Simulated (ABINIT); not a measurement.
Wanted: the native input for an ABINIT 10.8.3 (patched build) run.

```yaml
Task: equation of state
Functional: rPW86PBE
Potentials_or_basis: JTH PAW PBE v2.0
Cutoff: 517 eV
k_mesh: 11 × 11 × 11
Occupations: fermi-dirac, width 0.05 eV
Spin: no spin polarisation
Fine-grid_cutoff: 1034.03 eV
Exchange_and_correlation_inside_the_PAW_spheres: full angular mesh (pawxcdev 0, this build's default; the released program takes 1)
```

The system is Ta.

```xyz
1
Lattice="-1.6513 1.6513 1.6513 1.6513 -1.6513 1.6513 1.6513 1.6513 -1.6513" Properties=species:S:1:pos:R:3 pbc="T T T"
Ta    0.0000    0.0000    0.0000
```

One way to write it, as run:

run.abi

```
# Datasets: one volume each
ndtset 7
getwfk -1
scalecart1 3*0.9795861087
scalecart2 3*0.9864848297
scalecart3 3*0.9932883884
scalecart4 3*1.0000000000
scalecart5 3*1.0066227096
scalecart6 3*1.0131594038
scalecart7 3*1.0196128224

# Pseudopotentials
pp_dirpath "./"
pseudos "Ta.GGA_PBE-JTH.xml"

# Structure
acell 5.4048073095 5.4048073095 5.4048073095
rprim
    -0.5773502692     0.5773502692     0.5773502692
     0.5773502692    -0.5773502692     0.5773502692
     0.5773502692     0.5773502692    -0.5773502692
ntypat 1
znucl 73
natom 1
typat 1
xred
     0.0000000000     0.0000000000     0.0000000000

# Plane-wave basis
ecut 19.0
pawecutdg 38.0

# k points
kptopt 1
ngkpt 11 11 11
nshiftk 1
shiftk 0.0 0.0 0.0

# Exchange and correlation
ixc -144130

# Bands and occupations
nband 11
occopt 3
tsmear 0.00183747

# SCF cycle
nstep 100
tolvrs 1.0e-9

# Output
iomode 3
prtwf 1
prtden 0
prteig 0
prtebands 0
enunit 1
```

Potentials or basis: JTH PAW PBE v2.0.

The run is started by

```console
$ abinit run.abi > log 2>&1
```

It gave:

- Equilibrium volume: 18.94 Å³/atom
- Bulk modulus: 184 GPa
- Pressure derivative of the bulk modulus: 4.1

Caveat: pressures at fixed basis lie under the slope of the energies; the PAW data sets were made with another functional, which shifts forces and pressure a little.

It took 55 s on 1 thread of Arm Neoverse V2, with other jobs on the host, peak memory 0.13 GiB.
